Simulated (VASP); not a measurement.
# TiAl: how cutoff and mesh change the relaxed cell

How far does the relaxed cell of TiAl depend on cutoff and k mesh? The starting structure is a computed structure from the Materials Project. The first relaxation on each setting starts from this cell expanded by 3 % in volume.

Method: Kohn-Sham DFT with plane waves and PAW; PBEsol, in VASP 6.6.1.

## (1) Starting point

Symmetry: Pm-3m, No. 221, cubic system. The conventional cell has a = 3.179 Å, b = 3.179 Å, c = 3.179 Å, α = 90.00°, β = 90.00°, γ = 90.00°. Ti has 8 Al at 2.75 Å nearest. Nearest to Al lie 8 Ti at 2.75 Å. Farther neighbours are not listed.

Coordinates:

```xyz
2
Lattice="3.1791 0.0000 0.0000 0.0000 3.1791 0.0000 0.0000 0.0000 3.1791" Properties=species:S:1:pos:R:3 pbc="T T T"
Ti    0.0000    0.0000    0.0000
Al    1.5895    1.5895    1.5895
```

## (2) Reference relaxation

This run starts from the cell of an earlier relaxation, which isn't shown; the restart sets up the plane waves anew.

The input, INCAR:

```
SYSTEM = TiAl
PREC = Accurate
ENCUT = 450
EDIFF = 1E-06
NELM = 100
ISMEAR = 1
SIGMA = 0.15
LREAL = .FALSE.
ALGO = Normal
GGA = PS
NBANDS = 13
LASPH = .TRUE.
LORBIT = 11
LWAVE = .FALSE.
LCHARG = .FALSE.
KPAR = 4
IBRION = 2
NSW = 50
ISIF = 3
EDIFFG = -0.006
```

The input, POSCAR:

```
TiAl
1.0
    3.1557015654      0.0000000000      0.0000000000
    0.0000000000      3.1557015654      0.0000000000
    0.0000000000      0.0000000000      3.1557015654
Ti Al
1 1
Direct
    0.0000000000      0.0000000000      0.0000000000
    0.5000000000      0.5000000000      0.5000000000
```

The input, KPOINTS:

```
Automatic mesh
0
Gamma
14 14 14
0 0 0
```

Potentials, in the order of the species: Ti_sv and Al (PBE family, release 64).

Started as:

```
mpirun -np 4 vasp_std
```

The program printed:

```text
[banner, memory and clock lines left out]
running    4 mpi-ranks, on    1 nodes
 distrk:  each k-point on    1 cores,    4 groups
 distr:  one band on    1 cores,    1 groups

 POSCAR found type information on POSCAR TiAl
 POSCAR found :  2 types and       2 ions
|                                                                             |
|               ----> ADVICE to this user running VASP <----                  |
|                                                                             |
|     You enforced a specific xc type in the INCAR file but a different       |
|     [... a line on the potential file left out ...]
|     I HOPE YOU KNOW WHAT YOU ARE DOING!                                     |
|                                                                             |

 LDA part: xc-table for (Slater+PW92), standard interpolation
 POSCAR, INCAR and KPOINTS ok, starting setup
 FFT: planning ... GRIDC
 FFT: planning ... GRID_SOFT
 FFT: planning ... GRID
 WAVECAR not read
 entering main loop
       N       E                     dE             d eps       ncg     rms          rms(c)
DAV:   1     0.897092706233E+02    0.89709E+02   -0.66882E+03  3125   0.107E+03
DAV:   2    -0.939366093514E+01   -0.99103E+02   -0.95757E+02  3190   0.295E+02
DAV:   3    -0.145268184352E+02   -0.51332E+01   -0.49516E+01  4822   0.656E+01
DAV:   4    -0.146902960633E+02   -0.16348E+00   -0.16280E+00  3597   0.103E+01
DAV:   5    -0.146958746278E+02   -0.55786E-02   -0.55764E-02  4570   0.185E+00    0.104E+01
DAV:   6    -0.130356498975E+02    0.16602E+01   -0.69452E+00  3636   0.337E+01    0.286E+00
DAV:   7    -0.129807015924E+02    0.54948E-01   -0.53669E-01  3533   0.892E+00    0.180E+00
DAV:   8    -0.129699346535E+02    0.10767E-01   -0.58185E-02  4002   0.247E+00    0.511E-01
DAV:   9    -0.129677419577E+02    0.21927E-02   -0.12524E-02  3630   0.150E+00    0.179E-01
DAV:  10    -0.129678403879E+02   -0.98430E-04   -0.33495E-04  3634   0.205E-01    0.878E-02
DAV:  11    -0.129678243247E+02    0.16063E-04   -0.25902E-04  3962   0.181E-01    0.101E-02
DAV:  12    -0.129678247688E+02   -0.44408E-06   -0.99587E-06  3666   0.289E-02
   1 F= -.12967825E+02 E0= -.12967515E+02  d E =-.129678E+02
 curvature:   0.00 expect dE= 0.000E+00 dE for cont linesearch  0.000E+00
 trial: gam= 0.00000 g(F)=  0.000E+00 g(S)=  0.427E-04 ort = 0.000E+00 (trialstep = 0.100E+01)
 search vector abs. value=  0.427E-04
 bond charge predicted
       N       E                     dE             d eps       ncg     rms          rms(c)
DAV:   1    -0.129685106328E+02   -0.68631E-03   -0.12358E-02  3405   0.157E+00    0.234E-01
DAV:   2    -0.129678510561E+02    0.65958E-03   -0.31863E-03  3408   0.778E-01    0.544E-02
DAV:   3    -0.129677919159E+02    0.59140E-04   -0.25605E-04  3650   0.182E-01    0.150E-02
DAV:   4    -0.129677998021E+02   -0.78862E-05   -0.68121E-05  3973   0.505E-02    0.122E-02
DAV:   5    -0.129678119893E+02   -0.12187E-04   -0.14259E-05  3967   0.243E-02    0.309E-03
DAV:   6    -0.129678137679E+02   -0.17786E-05   -0.60235E-06  3989   0.985E-03    0.324E-03
DAV:   7    -0.129678143111E+02   -0.54327E-06   -0.61857E-07  1962   0.843E-03
   2 F= -.12967814E+02 E0= -.12967500E+02  d E =0.104577E-04
 trial-energy change:    0.000010  1 .order    0.000002   -0.000043    0.000047
 step:   0.3501(harm=  0.4753)  dis= 0.00000  next Energy=   -12.967832 (dE=-0.712E-05)
 bond charge predicted
       N       E                     dE             d eps       ncg     rms          rms(c)
DAV:   1    -0.129681215259E+02   -0.30776E-03   -0.51767E-03  3395   0.102E+00    0.151E-01
DAV:   2    -0.129678471323E+02    0.27439E-03   -0.13432E-03  3398   0.503E-01    0.355E-02
DAV:   3    -0.129678221400E+02    0.24992E-04   -0.10951E-04  3640   0.119E-01    0.969E-03
DAV:   4    -0.129678250659E+02   -0.29259E-05   -0.28869E-05  3938   0.327E-02    0.807E-03
DAV:   5    -0.129678287823E+02   -0.37164E-05   -0.59557E-06  3929   0.158E-02    0.223E-03
DAV:   6    -0.129678291624E+02   -0.38007E-06   -0.26103E-06  3602   0.648E-03
   3 F= -.12967829E+02 E0= -.12967518E+02  d E =-.439358E-05
 curvature:  -0.22 expect dE=-0.251E-06 dE for cont linesearch -0.251E-06
 trial: gam= 0.00000 g(F)=  0.159E-67 g(S)=  0.112E-05 ort =-0.692E-05 (trialstep = 0.870E+00)
 search vector abs. value=  0.112E-05
 reached required accuracy - stopping structural energy minimisation
```

It took 39 s on 4 MPI ranks of AMD EPYC 7R43, shared host; peak memory 0.55 GiB; 2.5 min of CPU time.

The logs omit lines about the potential files and the build; timing stands in the text.

Parts of OUTCAR (step 2):

```text
ion  position               nearest neighbor table
   1  0.000  0.000  0.000-   2 2.73   2 2.73   2 2.73   2 2.73   2 2.73   2 2.73   2 2.73   2 2.73

  LATTYP: Found a simple cubic cell.
 ALAT       =     3.1557015654

 Subroutine GETGRP returns: Found 48 space group operations
 (whereof 48 operations were pure point group operations)

The static configuration has the point symmetry O_h .

 Found    120 irreducible k-points:

   k-points           NKPTS =    120   k-points in BZ     NKDIM =    120   number of bands    NBANDS=     13

   dimension x,y,z NGX =    24 NGY =   24 NGZ =   24
   dimension x,y,z NGXF=    48 NGYF=   48 NGZF=   48

   ENCUT  =  450.0 eV  33.07 Ry    5.75 a.u.   5.46  5.46  5.46*2*pi/ulx,y,z

   NELECT =      15.0000    total number of electrons

 k-points in reciprocal lattice and weights: Automatic mesh
   0.00000000  0.00000000  0.00000000       0.000
   0.07142857  0.00000000  0.00000000       0.002
   0.14285714  0.00000000  0.00000000       0.002
   0.21428571  0.00000000  0.00000000       0.002
   0.28571429  0.00000000  0.00000000       0.002
   0.35714286  0.00000000  0.00000000       0.002
   0.42857143  0.00000000  0.00000000       0.002
   0.50000000  0.00000000  0.00000000       0.001
   0.07142857  0.07142857  0.00000000       0.004
[...]
0.50000000  0.50000000  0.42857143       0.002
   0.50000000  0.50000000  0.50000000       0.000

 average (electrostatic) potential at core
       1 -71.6666       2 -70.8178

 E-fermi :   8.9228

 k-point     1 :       0.0000    0.0000    0.0000
  band No.  band energies     occupation
    ...
      3     -23.9993      2.00000
      4     -23.9993      2.00000
      5      -0.4386      2.00000
      6       7.4292      2.00000
      7       7.4292      2.00000
      8      10.7589     -0.00000
      9      10.7589     -0.00000
     10      10.7589     -0.00000
     11      13.4458      0.00000
     12      13.4458      0.00000
    ...

 k-point     2 :       0.0714    0.0000    0.0000
  band No.  band energies     occupation
    ...
      3     -23.9984      2.00000
      4     -23.9984      2.00000
      5      -0.3556      2.00000
      6       7.3895      2.00000
      7       7.4668      2.00000
      8      10.6120     -0.00000
      9      10.6120     -0.00000
     10      10.7691     -0.00000
     11      13.0967      0.00000
     12      13.6523      0.00000
    ...

 k-point     3 :       0.1429    0.0000    0.0000
  band No.  band energies     occupation
    ...
      3     -23.9961      2.00000
      4     -23.9961      2.00000
      5      -0.1083      2.00000
      6       7.2237      2.00000
      7       7.5759      2.00000
      8      10.2743     -0.00000
      9      10.2743     -0.00000
     10      10.7979     -0.00000
     11      12.4210      0.00000
     12      14.1721      0.00000
    ...

  Total        0.0039336      0.0039336      0.0039336     -0.0000000     -0.0000000     -0.0000000
  in kB        0.2006689      0.2006689      0.2006689     -0.0000000     -0.0000000     -0.0000000
  external PRESSURE =       0.2006689 kB  Pullay stress =       0.0000000 kB

  energy-cutoff  :      450.00
  volume of cell :       31.41
      direct lattice vectors                 reciprocal lattice vectors
     3.155054080 -0.000000000 -0.000000000     0.316951778 -0.000000000 -0.000000000
     0.000000000  3.155054080 -0.000000000     0.000000000  0.316951778 -0.000000000
     0.000000000  0.000000000  3.155054080     0.000000000  0.000000000  0.316951778

 POSITION                                       TOTAL-FORCE (eV/Angst)
 -----------------------------------------------------------------------------------
      0.00000      0.00000      0.00000        -0.000000      0.000000      0.000000
      1.57753      1.57753      1.57753         0.000000     -0.000000      0.000000
 -----------------------------------------------------------------------------------
    total drift:                                0.000000      0.000000      0.000000

  FREE ENERGIE OF THE ION-ELECTRON SYSTEM (eV)
  ---------------------------------------------------
  free  energy   TOTEN  =       -12.9678291624 eV

  energy  without entropy=      -12.9668960107  energy(sigma->0) =      -12.96751811

 reached required accuracy - stopping structural energy minimisation

 total charge
# of ion       s       p       d       tot
------------------------------------------
    1        2.196   6.128   1.988  10.312
    2        0.422   0.408   0.000   0.831
--------------------------------------------------
tot          2.619   6.536   1.988  11.143

[... 3 further parts left out ...]
```

CONTCAR:

```
TiAl
   1.00000000000000
     3.1550540795961597   -0.0000000000000000   -0.0000000000000000
     0.0000000000000000    3.1550540795961597   -0.0000000000000000
     0.0000000000000000    0.0000000000000000    3.1550540795961597
  Ti              Al
     1     1
Direct
     0.0000000000000000    0.0000000000000000    0.0000000000000000
     0.5000000000000000    0.5000000000000000    0.5000000000000000
```

This run has no spin polarisation. Its electron count is odd, so without a moment it is a metal by construction. The PAW data sets were made with PBE, which is usual practice but a small mismatch for other functionals. The run keeps the 48 symmetry operations of its start, so it cannot find a distortion of lower symmetry.

The reference relaxation ends at 15.703 Å³ an atom.

## (3) Relaxation with a cutoff of 270 eV

Against step 2 the input has ENCUT = 270. This run starts from the cell of an earlier relaxation, which isn't shown; the restart sets up the plane waves anew.

Changes to INCAR since step 2:

```diff
@@ -2,3 +2,3 @@
 PREC = Accurate
-ENCUT = 450
+ENCUT = 270
 EDIFF = 1E-06
```

The input, POSCAR:

```
TiAl
1.0
    3.1526056466      0.0000000000      0.0000000000
    0.0000000000      3.1526056466      0.0000000000
    0.0000000000      0.0000000000      3.1526056466
Ti Al
1 1
Direct
    0.0000000000      0.0000000000      0.0000000000
    0.5000000000      0.5000000000      0.5000000000
```

KPOINTS is that of step 2.

Started as:

```
mpirun -np 4 vasp_std
```

The program printed:

```text
[banner, memory and clock lines left out]
running    4 mpi-ranks, on    1 nodes
[...]
[... a notice as in an earlier step ...]

 LDA part: xc-table for (Slater+PW92), standard interpolation
 POSCAR, INCAR and KPOINTS ok, starting setup
[...]
entering main loop
       N       E                     dE             d eps       ncg     rms          rms(c)
DAV:   1     0.662884723456E+02    0.66288E+02   -0.50452E+03  3228   0.780E+02
DAV:   2    -0.116914061340E+02   -0.77980E+02   -0.75249E+02  3300   0.240E+02
DAV:   3    -0.146005457850E+02   -0.29091E+01   -0.28227E+01  4167   0.492E+01
DAV:   4    -0.146802880384E+02   -0.79742E-01   -0.79638E-01  3548   0.796E+00
[...]
DAV:  10    -0.129534879933E+02    0.10216E-03   -0.30024E-04  3593   0.203E-01    0.718E-02
DAV:  11    -0.129534579358E+02    0.30057E-04   -0.11733E-04  3688   0.124E-01    0.533E-03
DAV:  12    -0.129534581716E+02   -0.23584E-06   -0.37591E-06  3577   0.181E-02
   1 F= -.12953458E+02 E0= -.12953116E+02  d E =-.129535E+02
[...]
DAV:   6    -0.129534677013E+02   -0.42844E-04   -0.12175E-04  4800   0.402E-02    0.676E-03
DAV:   7    -0.129534676972E+02    0.41107E-08   -0.20035E-06  3010   0.118E-02
   2 F= -.12953468E+02 E0= -.12953107E+02  d E =-.952556E-05
 trial-energy change:   -0.000010  1 .order   -0.000031   -0.000644    0.000581
 step:   0.4988(harm=  0.5257)  dis= 0.00000  next Energy=   -12.953616 (dE=-0.158E-03)
[...]
N       E                     dE             d eps       ncg     rms          rms(c)
DAV:   1    -0.129562024744E+02   -0.27348E-02   -0.45341E-02  3400   0.295E+00    0.445E-01
DAV:   2    -0.129537551056E+02    0.24474E-02   -0.11707E-02  3413   0.140E+00    0.103E-01
DAV:   3    -0.129535409232E+02    0.21418E-03   -0.82844E-04  3627   0.316E-01    0.299E-02
DAV:   4    -0.129535708076E+02   -0.29884E-04   -0.25808E-04  3965   0.934E-02    0.244E-02
DAV:   5    -0.129536036658E+02   -0.32858E-04   -0.26865E-05  4445   0.288E-02    0.973E-03
DAV:   6    -0.129536109379E+02   -0.72721E-05   -0.28211E-05  4617   0.197E-02    0.348E-03
DAV:   7    -0.129536107388E+02    0.19907E-06   -0.84941E-07  2402   0.728E-03
   3 F= -.12953611E+02 E0= -.12953259E+02  d E =-.152567E-03
[...]
reached required accuracy - stopping structural energy minimisation
```

Run time: 25 s. Hardware: 4 MPI ranks; peak memory 0.41 GiB; 95 s of CPU time.

OUTCAR, selected parts (step 3):

```text
  Total       -0.0005004     -0.0005004     -0.0005004      0.0000000      0.0000000     -0.0000000
  in kB       -0.0256728     -0.0256728     -0.0256728      0.0000000      0.0000000     -0.0000000
  external PRESSURE =      -0.0256728 kB  Pullay stress =       0.0000000 kB

 POSITION                                       TOTAL-FORCE (eV/Angst)
 -----------------------------------------------------------------------------------
      0.00000      0.00000      0.00000        -0.000000     -0.000000      0.000000
      1.57451      1.57451      1.57451         0.000000      0.000000      0.000000
 -----------------------------------------------------------------------------------
    total drift:                                0.000000      0.000000     -0.000000

  FREE ENERGIE OF THE ION-ELECTRON SYSTEM (eV)
  ---------------------------------------------------
  free  energy   TOTEN  =       -12.9536107388 eV

  energy  without entropy=      -12.9525558556  energy(sigma->0) =      -12.95325911

[... 2 parts as in an earlier step ...]

[... 2 further parts left out ...]
[key lines of the parts left out:]
E-fermi :   8.9961
```

With a cutoff of 270 eV the cell ends at 15.613 Å³ an atom, -0.57 % from the reference.

## (4) Relaxation with an 8×8×8 mesh

Against step 2 the input has an 8×8×8 mesh. This run starts from the cell of an earlier relaxation, which isn't shown; the restart sets up the plane waves anew.

Changes to INCAR since step 3:

```diff
@@ -2,3 +2,3 @@
 PREC = Accurate
-ENCUT = 270
+ENCUT = 450
 EDIFF = 1E-06
```

The input, POSCAR:

```
TiAl
1.0
    3.1565305216      0.0000000000      0.0000000000
    0.0000000000      3.1565305216      0.0000000000
    0.0000000000      0.0000000000      3.1565305216
Ti Al
1 1
Direct
    0.0000000000      0.0000000000      0.0000000000
    0.5000000000      0.5000000000      0.5000000000
```

The input, KPOINTS:

```
Automatic mesh
0
Gamma
8 8 8
0 0 0
```

Started as:

```
mpirun -np 4 vasp_std
```

The program printed:

```text
[... set-up lines as in an earlier step ...]
 entering main loop
       N       E                     dE             d eps       ncg     rms          rms(c)
DAV:   1     0.887878301236E+02    0.88788E+02   -0.66392E+03   920   0.106E+03
DAV:   2    -0.960857844317E+01   -0.98396E+02   -0.95025E+02   925   0.290E+02
DAV:   3    -0.145508540792E+02   -0.49423E+01   -0.47700E+01  1375   0.652E+01
DAV:   4    -0.146963191736E+02   -0.14547E+00   -0.14474E+00  1070   0.100E+01
[...]
DAV:  11    -0.129615424317E+02    0.25957E-04   -0.29253E-04  1111   0.196E-01    0.966E-03
DAV:  12    -0.129615431527E+02   -0.72103E-06   -0.12318E-05  1056   0.322E-02    0.897E-03
DAV:  13    -0.129615426393E+02    0.51343E-06   -0.10205E-06   690   0.126E-02
   1 F= -.12961543E+02 E0= -.12960043E+02  d E =-.129615E+02
[...]
2 F= -.12961543E+02 E0= -.12960050E+02  d E =-.365138E-06
[...]
3 F= -.12961548E+02 E0= -.12960050E+02  d E =-.546213E-05
[...]
4 F= -.12961548E+02 E0= -.12960049E+02  d E =-.519119E-05
[...]
reached required accuracy - stopping structural energy minimisation
```

The job ended after 16 s (4 MPI ranks; peak memory 0.43 GiB).

OUTCAR, selected parts (step 4):

```text
  Total        0.0033702      0.0033702      0.0033702     -0.0000000     -0.0000000     -0.0000000
  in kB        0.1717601      0.1717601      0.1717601     -0.0000000     -0.0000000     -0.0000000
  external PRESSURE =       0.1717601 kB  Pullay stress =       0.0000000 kB

 POSITION                                       TOTAL-FORCE (eV/Angst)
 -----------------------------------------------------------------------------------
      0.00000      0.00000      0.00000        -0.000000     -0.000000      0.000000
      1.57804      1.57804      1.57804         0.000000      0.000000     -0.000000
 -----------------------------------------------------------------------------------
    total drift:                               -0.000000      0.000000      0.000000

  FREE ENERGIE OF THE ION-ELECTRON SYSTEM (eV)
  ---------------------------------------------------
  free  energy   TOTEN  =       -12.9615478305 eV

  energy  without entropy=      -12.9570510241  energy(sigma->0) =      -12.96004890

[... 1 part as in an earlier step ...]

[... 3 further parts left out ...]
[key lines of the parts left out:]
E-fermi :   8.9036
```

With an 8×8×8 mesh the cell ends at 15.718 Å³ an atom, +0.10 % from the reference.

(Part 1 of 2 ends here.)

[Lines on the potential files, build, host, timing and source positions are cut from VASP's logs without a mark.]

[Logs are printed without paths, hosts, clocks, repeated set-up lines and the standing remarks that a program may print on its own settings, such as how far it seeks lower states.]

[Hosts, paths, dates, database ids (printed as entryN), source tags and the programs' standing remarks are cut or masked in the printed files.]
